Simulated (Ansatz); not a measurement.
## What a change of settings does to a run on I

The cell is the one relaxed in the Materials Project (mp-601148), not relaxed further here; entries there can be hypothetical.

First run: DFT, PBE, all-electron LAPW, scalar-relativistic (Ansatz 0.2.0).

Command: `ansatz run input.yaml --threads 1 --pin off --max-ram 2048MiB --backend cpu --events-out ev --progress --plain --runs-dir out` The run took 36 s on 1 thread of Arm Neoverse V2 (shared host), peak memory 0.54 GiB.

```yaml
crystal:
  lattice:
    - [-1.617456, 1.617456, 4.264808]
    - [1.617456, -1.617456, 4.264808]
    - [1.617456, 1.617456, -4.264808]
  atoms:
    - { symbol: I, position: [0.0, 0.0, 0.0] }
kpoints:
  mp_grid: { grid: [18, 18, 18] }
  band_path:
    path:
      - [0.0, 0.0, 0.0]
      - [0.0, 0.0, 0.5]
      - [0.25, 0.25, 0.25]
      - [0.0, 0.5, 0.0]
      - [0.0, 0.0, 0.0]
      - [0.5, 0.5, -0.5]
      - [0.2859588663, 0.7140411337, -0.2859588663]
      - [-0.2859588663, 0.2859588663, 0.2859588663]
      - [0.0, 0.0, 0.0]
    npoints: 5
scf:
  occupations: { method: fermi_dirac, width: 0.08 }
hamiltonian:
  xc: pbe
  pseudopotentials: { kind: all_electron, lapw: { basis_error: 0.001 } }
output:
  forces: true
  stress: true
  eigenvalues: true
```

Result: converged; pressure 0.14 GPa; 8 SCF iterations.

No spin–orbit coupling, which matters for the heavy atoms here.

The input is then changed:

```diff
@@ -21,7 +21,7 @@
     npoints: 5
 scf:
-  occupations: { method: fermi_dirac, width: 0.08 }
+  occupations: { method: cold, width: 0.005 }
 hamiltonian:
-  xc: pbe
+  xc: revpbe
   pseudopotentials: { kind: all_electron, lapw: { basis_error: 0.001 } }
 output:
```

Q: What does the second run give?

A: It converged; pressure 1.01 GPa; 7 SCF iterations.
